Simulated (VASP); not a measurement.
# Bi (Im-3m) in VASP: notebook

The runs below take Bi through single point, relaxation of cell and atoms, with BLYP.

Program: VASP 6.6.1. These are calculated values, not measurements. Logs are shortened: lines on timing, memory, paths and dates and some standing lists are left out, and cuts for length are marked.

## Step 1: Starting point

Symmetry: Im-3m, No. 229, cubic system. The conventional cell has a = 4.096 Å, b = 4.096 Å, c = 4.096 Å, α = 90.00°, β = 90.00°, γ = 90.00°. Bi (site symmetry m-3m) has 8 Bi at 3.55 Å as nearest neighbours.

The cell was built by a generator and needn't be a form met in nature.

## Step 2: Single point, BLYP

INCAR reads:

```
SYSTEM = Bi
PREC = Accurate ; ENCUT = 520
EDIFF = 1E-7 ; ISMEAR = -1
SIGMA = 0.1 ; LREAL = .FALSE.
LASPH = .TRUE. ; NELM = 80
ALGO = Normal ; ISIF = 2
LWAVE = .FALSE. ; LCHARG = .FALSE.
GGA = B5 ; ALDAX = 1.0
AGGAX = 1.0 ; AGGAC = 1.0
ALDAC = 0.0 ; NBANDS = 14
```

KPOINTS reads:

```
regular mesh
0
G
  11 11 11
  0 0 0
```

POSCAR reads:

```
Bi
1.0
   -2.0479336068      2.0479336068      2.0479336068
    2.0479336068     -2.0479336068      2.0479336068
    2.0479336068      2.0479336068     -2.0479336068
Bi
1
Direct
    0.0000000000      0.0000000000      0.0000000000
```

Potentials or basis: VASP PAW PBE potentials, release 64 (Bi_d).

Started as:

```bash
cat potpaw_PBE.64/Bi_d/POTCAR > POTCAR
mpirun -np 1 vasp_std > vasp.out
```

OUTCAR:

```text
SYSTEM = Bi
   PREC = Accurate
   ENCUT = 520
   EDIFF = 1E-7
   ISMEAR = -1
   LREAL = .FALSE.
   LASPH = .TRUE.
   NELM = 80
   ISIF = 2
   GGA = B5

 ion  position               nearest neighbor table
   1  0.000  0.000  0.000-

  LATTYP: Found a body centered cubic cell.
 ALAT       =     4.0958672136

  Lattice vectors:

 A1 = (  -2.0479336068,   2.0479336068,   2.0479336068)
 A2 = (   2.0479336068,  -2.0479336068,   2.0479336068)
 A3 = (   2.0479336068,   2.0479336068,  -2.0479336068)

Analysis of symmetry for initial positions (statically):
=====================================================================
 Subroutine PRICEL returns:
 Original cell was already a primitive cell.

 Routine SETGRP: Setting up the symmetry group for a
 body centered cubic supercell.

 Subroutine GETGRP returns: Found 48 space group operations
 (whereof 48 operations were pure point group operations)
 out of a pool of 48 trial point group operations.

The static configuration has the point symmetry O_h .

Analysis of symmetry for dynamics (positions and initial velocities):
=====================================================================
 Subroutine PRICEL returns:
 Original cell was already a primitive cell.

 Routine SETGRP: Setting up the symmetry group for a
 body centered cubic supercell.

 Subroutine GETGRP returns: Found 48 space group operations
 (whereof 48 operations were pure point group operations)
 out of a pool of 48 trial point group operations.

The dynamic configuration has the point symmetry O_h .

 Subroutine INISYM returns: Found 48 space group operations
 (whereof 48 operations are pure point group operations),
 and found     1 'primitive' translations

----------------------------------------------------------------------------------------

                                     Primitive cell

  volume of cell :      34.3564

  direct lattice vectors                    reciprocal lattice vectors
    -2.047933607  2.047933607  2.047933607     0.000000000  0.244148540  0.244148540
     2.047933607 -2.047933607  2.047933607     0.244148540  0.000000000  0.244148540
     2.047933607  2.047933607 -2.047933607     0.244148540  0.244148540  0.000000000

  length of vectors
     3.547125058  3.547125058  3.547125058     0.345278176  0.345278176  0.345278176

  position of ions in fractional coordinates (direct lattice)
     0.000000000  0.000000000  0.000000000

[... 77 lines left out ...]
   EDIFFG = 0.1E-05   stopping-criterion for IOM
   NSW    =      0    number of steps for IOM
   IBRION =     -1    ionic relax: 0-MD 1-quasi-New 2-CG
   NFREE  =      0    steps in history (QN), initial steepest desc. (CG)
   ISIF   =      2    stress and relaxation
   ISYM   =      2    0-nonsym 1-usesym 2-fastsym
   POTIM  = 0.5000    time-step for ionic-motion
   TEBEG  =    0.0;   TEEND  =   0.0 temperature during run
   PSTRESS=    0.0 pullay stress
   NELECT =      15.0000    total number of electrons
   NUPDOWN=      -1.0000    fix difference up-down
   EMIN   =  10.00;   EMAX   =-10.00  energy-range for DOS
   EFERMI =   0.00;   METHOD = LEGACY
   ISMEAR =    -1;   SIGMA  =   0.10  broadening in eV -4-tet -1-fermi 0-gaus
   EFERMI_NEDOS =   21; number of points for ismear=-14 and -15
   IALGO  =     38    algorithm
   IMIX   =      4    mixing-type and parameters
     AMIX     =   0.40;   BMIX     =  1.00
     AMIX_MAG =   1.60;   BMIX_MAG =  1.00
  volume/ion in A,a.u.               =      34.36       231.85
  Fermi-wavevector in a.u.,A,eV,Ry     =   1.241946  2.346938 20.986032  1.542430
  Thomas-Fermi vector in A             =   2.376322
   LORBIT       =      0    0 simple, 1 ext, 2 COOP (PROOUT), +10 PAW based schemes
   GGA     = B5    functional components
   LHFCALC =     F    Hartree Fock is set to
   AEXX    =    0.0000 exact exchange contribution
   IVDW    =     0    specifies the selected vdW correction
   LEPSILON=     F    determine dielectric tensor
   LRPA    =     F    only Hartree local field effects (RPA)
 non-spin polarized calculation
  energy-cutoff  :      520.00
  volume of cell :       34.36
 maximum number of plane-waves:       947
   NGX = 13   NGY = 13   NGZ = 13

 number of electron      15.0000000 magnetization

 Free energy of the ion-electron system (eV)
  ---------------------------------------------------
  ext. energy  EPLUGINS =         0.00000000
  ---------------------------------------------------
  free energy    TOTEN  =        -2.98039460 eV

  energy without entropy =       -2.95078245  energy(sigma->0) =       -2.96558852

 E-fermi :   7.1846     XC(G=0):  -9.2160

 val. band max:        7.1575270762   @ k =  -0.2727   0.3636   0.1818
 cond. band min:       7.1926095397   @ k =   0.0909   0.0909   0.0909
 fundamental gap:      0.0350824634
 Fermi energy:         7.1846233173

 k-point     1 :       0.0000    0.0000    0.0000
  band No.  band energies     occupation
      1     -15.6848      2.00000
      2     -15.6848      2.00000
      3     -15.6848      2.00000
      4     -15.5888      2.00000
      5     -15.5888      2.00000
      6      -5.7047      2.00000
      7      11.4788      0.00000
      8      11.4788      0.00000
      9      11.4788      0.00000
     10      15.5701      0.00000
     11      17.9218      0.00000
     12      17.9218      0.00000
     13      17.9218      0.00000
     14      18.3678      0.00000
[... 377 lines left out ...]
      1     -15.6876      2.00000
      2     -15.6410      2.00000
      3     -15.5972      2.00000
      4     -15.5942      2.00000
      5     -15.5663      2.00000
      6      -3.0114      2.00000
      7       3.5703      2.00000
      8       6.0386      1.99998
      9       8.0720      0.00028
     10      16.6248      0.00000
     11      18.4261      0.00000
     12      19.9608      0.00000
     13      20.6109      0.00000
     14      23.5278      0.00000

 [... further k-points ...]
[... 5 lines left out ...]
  --------------------------------------------------------------------------------------
  -------------------------------------------------------------------------------------
  Total        0.0139016      0.0139016      0.0139016      0.0000000     -0.0000000      0.0000000
  in kB        0.6482862      0.6482862      0.6482862      0.0000000     -0.0000000      0.0000000
  external PRESSURE =       0.6482862 kB  Pullay stress =       0.0000000 kB

 VOLUME and BASIS-vectors are now :
 -----------------------------------------------------------------------------
  energy-cutoff  :      520.00
  volume of cell :       34.36
      direct lattice vectors                 reciprocal lattice vectors
    -2.047933607  2.047933607  2.047933607     0.000000000  0.244148540  0.244148540
     2.047933607 -2.047933607  2.047933607     0.244148540  0.000000000  0.244148540
     2.047933607  2.047933607 -2.047933607     0.244148540  0.244148540  0.000000000

 POSITION                                       TOTAL-FORCE (eV/Angst)
 -----------------------------------------------------------------------------------
      0.00000      0.00000      0.00000        -0.000000      0.000000      0.000000
 -----------------------------------------------------------------------------------
    total drift:                                0.000000     -0.000000     -0.000000

  FREE ENERGIE OF THE ION-ELECTRON SYSTEM (eV)
  ---------------------------------------------------
  free  energy   TOTEN  =        -2.9803945988 eV

  energy  without entropy=       -2.9507824499  energy(sigma->0) =       -2.96558852
```

Wall time 24 s (1 thread of Intel Xeon Platinum 8259CL at 2.50GHz (Skylake/Cascade Lake), shared host); peak memory 0.16 GiB.

What came out:

```yaml
Free_energy: -2.9804 eV
Pressure: 0.1 GPa
Band_gap_on_the_k_mesh: none (metal or under the smearing width)
```

Caveat: the PAW data sets were made with another functional, which shifts forces and pressure a little; spin-orbit coupling is left out, which moves the levels of the heavy elements.

## Step 3: Relaxation of cell and atoms, BLYP

This run uses another cell than the first one, of 31.85 Å³/atom, 0.927 times its volume.

INCAR reads:

```
SYSTEM = Bi
  PREC = Accurate
  ENCUT = 600
  EDIFF = 1E-7
  ISMEAR = -1
  SIGMA = 0.1
  LREAL = .FALSE.
  LASPH = .TRUE.
  NELM = 80
  ALGO = Fast
  ISIF = 3
  LWAVE = .FALSE.
  LCHARG = .FALSE.
  GGA = B5
  ALDAX = 1.0
  AGGAX = 1.0
  AGGAC = 1.0
  ALDAC = 0.0
  IBRION = 2
  NSW = 80
  EDIFFG = -0.01
```

KPOINTS reads:

```
Automatic mesh
0
G
  11 11 11
  0 0 0
```

POSCAR reads:

```
Bi
1.0
   -1.9968533131      1.9968533131      1.9968533131
    1.9968533131     -1.9968533131      1.9968533131
    1.9968533131      1.9968533131     -1.9968533131
Bi
1
Direct
    0.0000000000      0.0000000000      0.0000000000
```

Potentials or basis: VASP PAW PBE potentials, release 64 (Bi_d).

Started as:

```bash
cat potpaw_PBE.64/Bi_d/POTCAR > POTCAR
mpirun -np 1 vasp_std > vasp.out
```

OUTCAR:

```text
SYSTEM = Bi
   PREC = Accurate
   ENCUT = 600
   EDIFF = 1E-7
   ISMEAR = -1
   LREAL = .FALSE.
   LASPH = .TRUE.
   NELM = 80
   ISIF = 3
   GGA = B5
   IBRION = 2
   NSW = 80
   EDIFFG = -0.01

 ion  position               nearest neighbor table
   1  0.000  0.000  0.000-

  LATTYP: Found a body centered cubic cell.
 ALAT       =     3.9937066262

  Lattice vectors:

 A1 = (  -1.9968533131,   1.9968533131,   1.9968533131)
 A2 = (   1.9968533131,  -1.9968533131,   1.9968533131)
 A3 = (   1.9968533131,   1.9968533131,  -1.9968533131)

Analysis of symmetry for initial positions (statically):
=====================================================================
 Subroutine PRICEL returns:
 Original cell was already a primitive cell.

 Routine SETGRP: Setting up the symmetry group for a
 body centered cubic supercell.

 Subroutine GETGRP returns: Found 48 space group operations
 (whereof 48 operations were pure point group operations)
 out of a pool of 48 trial point group operations.

The static configuration has the point symmetry O_h .

Analysis of symmetry for dynamics (positions and initial velocities):
=====================================================================
 Subroutine PRICEL returns:
 Original cell was already a primitive cell.

 Routine SETGRP: Setting up the symmetry group for a
 body centered cubic supercell.

 Subroutine GETGRP returns: Found 48 space group operations
 (whereof 48 operations were pure point group operations)
 out of a pool of 48 trial point group operations.

The dynamic configuration has the point symmetry O_h .

 Subroutine INISYM returns: Found 48 space group operations
 (whereof 48 operations are pure point group operations),
 and found     1 'primitive' translations

----------------------------------------------------------------------------------------

                                     Primitive cell

[... 123 lines left out ...]
  volume of cell :       31.85
 maximum number of plane-waves:      1082
   NGX = 13   NGY = 13   NGZ = 13

--------------------------------------- Ionic step        1  -------------------------------------------

 number of electron      15.0000000 magnetization

 Free energy of the ion-electron system (eV)
  ---------------------------------------------------
  ext. energy  EPLUGINS =         0.00000000
  ---------------------------------------------------
  free energy    TOTEN  =        -2.95080351 eV

  energy without entropy =       -2.92383675  energy(sigma->0) =       -2.93732013

------------------------ aborting loop because EDIFF is reached ----------------------------------------

  FORCE on cell =-STRESS in cart. coord.  units (eV):
  Direction    XX          YY          ZZ          XY          YZ          ZX
  --------------------------------------------------------------------------------------
  -------------------------------------------------------------------------------------
  Total        0.7778323      0.7778323      0.7778323     -0.0000000     -0.0000000      0.0000000
  in kB       39.1289371     39.1289371     39.1289371     -0.0000000     -0.0000000      0.0000000
  external PRESSURE =      39.1289371 kB  Pullay stress =       0.0000000 kB
[... 57 lines left out ...]
--------------------------------------- Ionic step        3  -------------------------------------------

 number of electron      14.9999999 magnetization

 Free energy of the ion-electron system (eV)
  ---------------------------------------------------
  ext. energy  EPLUGINS =         0.00000000
  ---------------------------------------------------
  free energy    TOTEN  =        -2.98014567 eV

  energy without entropy =       -2.95045531  energy(sigma->0) =       -2.96530049

 E-fermi :   7.1592     XC(G=0):  -9.2061

 val. band max:        7.1326960852   @ k =  -0.2727   0.3636   0.1818
 cond. band min:       7.1635234754   @ k =   0.0909   0.0909   0.0909
 fundamental gap:      0.0308273902
 Fermi energy:         7.1591544908

 k-point     1 :       0.0000    0.0000    0.0000
  band No.  band energies     occupation
      1     -15.7083      2.00000
      2     -15.7083      2.00000
      3     -15.7083      2.00000
      4     -15.6130      2.00000
      5     -15.6130      2.00000
      6      -5.7173      2.00000
      7      11.4395      0.00000
      8      11.4395      0.00000
      9      11.4395      0.00000
     10      15.5204      0.00000
     11      17.8965      0.00000
[... 309 lines left out ...]
 k-point    24 :       0.3636    0.1818    0.0909
  band No.  band energies     occupation
      1     -15.7110      2.00000
      2     -15.6648      2.00000
      3     -15.6215      2.00000
      4     -15.6184      2.00000
      5     -15.5906      2.00000
      6      -3.0359      2.00000
      7       3.5547      2.00000
      8       6.0169      1.99998
      9       8.0462      0.00028
     10      16.5852      0.00000
     11      18.3867      0.00000

 [... further k-points ...]
[... 5 lines left out ...]
  --------------------------------------------------------------------------------------
  -------------------------------------------------------------------------------------
  Total        0.0016022      0.0016022      0.0016022      0.0000000     -0.0000000      0.0000000
  in kB        0.0745559      0.0745559      0.0745559      0.0000000     -0.0000000      0.0000000
  external PRESSURE =       0.0745559 kB  Pullay stress =       0.0000000 kB
[... 16 lines left out ...]
  FREE ENERGIE OF THE ION-ELECTRON SYSTEM (eV)
  ---------------------------------------------------
  free  energy   TOTEN  =        -2.9801456680 eV

  energy  without entropy=       -2.9504553074  energy(sigma->0) =       -2.96530049

 reached required accuracy - stopping structural energy minimisation
```

OSZICAR:

```text
N       E                     dE             d eps       ncg     rms          rms(c)
DAV:   1     0.113100643231E+03    0.11310E+03   -0.87269E+03  1238   0.171E+03
[... 41 lines left out ...]
RMM:   6    -0.298042739589E+01   -0.29354E-03   -0.12555E-03  1325   0.416E-01    0.116E-01
RMM:   7    -0.298019524145E+01    0.23215E-03   -0.31881E-04  1251   0.304E-01    0.640E-02
RMM:   8    -0.298016919371E+01    0.26048E-04   -0.51193E-05  1397   0.119E-01    0.448E-02
RMM:   9    -0.298016176638E+01    0.74273E-05   -0.13447E-05  1468   0.615E-02    0.364E-02
RMM:  10    -0.298014821385E+01    0.13553E-04   -0.23298E-05  1336   0.894E-02    0.138E-02
RMM:  11    -0.298014561730E+01    0.25965E-05   -0.17719E-05  1362   0.729E-02    0.475E-03
RMM:  12    -0.298014564827E+01   -0.30968E-07   -0.12055E-06  1283   0.151E-02    0.433E-03
RMM:  13    -0.298014566797E+01   -0.19707E-07   -0.29960E-07   908   0.103E-02
   3 F= -.29801457E+01 E0= -.29653005E+01  d E =-.293422E-01
```

CONTCAR:

```text
Bi
   1.00000000000000
    -2.0494230722295752    2.0494230722295752    2.0494230722295752
     2.0494230722295752   -2.0494230722295752    2.0494230722295752
     2.0494230722295752    2.0494230722295752   -2.0494230722295752
  Bi
     1
Direct
     0.0000000000000000    0.0000000000000000    0.0000000000000000

  0.00000000E+00  0.00000000E+00  0.00000000E+00
```

Run time: 90 s. Hardware: 1 thread of Intel Xeon Platinum 8259CL at 2.50GHz (Skylake/Cascade Lake), shared host; peak memory 0.17 GiB.

Results:

```yaml
Free_energy: -2.9801 eV
Relaxed_volume: 34.43 Å³/atom
Relaxed_cell: a = 3.550 Å, b = 3.550 Å, c = 3.550 Å, α = 109.47°, β = 109.47°, γ = 109.47°
Space_group_after_relaxing_to_0.05_Å: Im-3m (No. 229)
Energy_gained_by_relaxing: 29.3 meV/atom
Ionic_steps: 3
Pressure_after_relaxing: 0.0 GPa
Band_gap_on_the_k_mesh: none (metal or under the smearing width)
```

The path:
```
step  energy change (eV)  largest force (eV/Å)  pressure (GPa)  volume (Å³)
   1              0.0000                0.0000            3.91        31.85
   2             -0.0248                0.0000           -1.25        35.57
   3             -0.0293                0.0000            0.01        34.43
```

Final structure:
```cif
data_structure
_symmetry_space_group_name_H-M 'P 1'
_symmetry_Int_Tables_number 1
_cell_length_a 3.5497
_cell_length_b 3.5497
_cell_length_c 3.5497
_cell_angle_alpha 109.471
_cell_angle_beta 109.471
_cell_angle_gamma 109.471
_cell_volume 34.43
loop_
_atom_site_label
_atom_site_type_symbol
_atom_site_fract_x
_atom_site_fract_y
_atom_site_fract_z
_atom_site_occupancy
Bi1 Bi 0.00000 0.00000 0.00000 1
```

Caveat: the PAW data sets were made with another functional, which shifts forces and pressure a little; spin-orbit coupling is left out, which moves the levels of the heavy elements.
